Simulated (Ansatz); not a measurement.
Crystal: As.

```xyz
1
Lattice="2.7037 0.0000 0.0000 0.0000 2.7037 0.0000 0.0000 0.0000 2.7037" Properties=species:S:1:pos:R:3 pbc="T T T"
As    1.3518    1.3518    1.3518
```

This isn't the form of As at room conditions, which is rhombohedral.

Base run:

- Program: Ansatz 0.2.0
- Functional: BLYP
- Potentials or basis: Ansatz PAW
- Cutoff: 420 eV (not typed: the program's choice for these potentials)
- k mesh: 10 × 10 × 10
- Occupations: fermi-dirac, width 0.05 eV
- Spin: no spin polarisation

Its results: band gap on the k mesh none (metal or under the smearing width); pressure 8.6 GPa.

Task: After a change of settings the same cell gave: band gap on the k mesh none (metal or under the smearing width); pressure 3.8 GPa. Which change was it?
A. functional from BLYP to RPBE
B. functional from BLYP to PBE; occupations from fermi-dirac, width 0.05 eV to gaussian, width 0.012 eV
C. functional from BLYP to PBEsol
D. functional from BLYP to r2SCAN; cutoff from 420 eV (not typed: the program's choice for these potentials) to 500 eV (not typed: the program's choice for these potentials)

Result: A.

Caveats: the PAW data sets come from PBE, with cores solved anew for the run's functional, which leaves a small shift of forces and pressure.
